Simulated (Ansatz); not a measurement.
Input of an Ansatz 0.2.0 run:

input.yaml

```yaml
crystal:
  lattice:
    - [1.397149, -2.600516, 0.0]
    - [1.397149, 2.600516, 0.0]
    - [0.0, 0.0, 2.698231]
  atoms:
    - { symbol: Ge, position: [0.5, 0.5, 0.0] }
hamiltonian:
  xc: pbesol
  pseudopotentials: { kind: paw }
  dispersion: d4
kpoints:
  mp_grid: { grid: [11, 11, 10] }
scf:
  occupations: { method: fermi_dirac, width: 0.05 }
output:
  forces: true
  stress: true
  eigenvalues: true
relax:
  f_tol: 0.01
  max_steps: 40
  cell: { stress_tol: 0.05 }
```

Potentials or basis: Ansatz PAW.

Launch:

```bash
$ ansatz run input.yaml --threads 2 --pin off --max-ram 5632MiB --backend cpu --events-out ev --progress --plain --runs-dir out
```

Estimate the relaxed cell.

a = 2.810 Å, b = 2.810 Å, c = 2.648 Å, α = 90.00°, β = 90.00°, γ = 120.88°.

What does it give for the space group after relaxing (to 0.05 Å)?

Cmmm (No. 65).

Estimate the relaxed volume.

17.95 Å³/atom.

The path:
```csv
step,energy change (eV),largest force (eV/Å),volume (Å³)
1,0.0000,0.0000,19.61
2,-0.0365,0.0000,17.87
3,-0.0372,0.0000,17.93
4,-0.0374,0.0000,17.95
5,-0.0375,0.0000,17.94
6,-0.0375,0.0000,17.95
7,-0.0371,0.0000,17.95
```

Caveat: the plane-wave basis is chosen anew once the cell has moved, so the energies of steps on either side of that aren't comparable; pairwise dispersion overbinds metals, which lowers pressure and volume; the PAW data sets come from PBE, with cores solved anew for the run's functional, which leaves a small shift of forces and pressure.
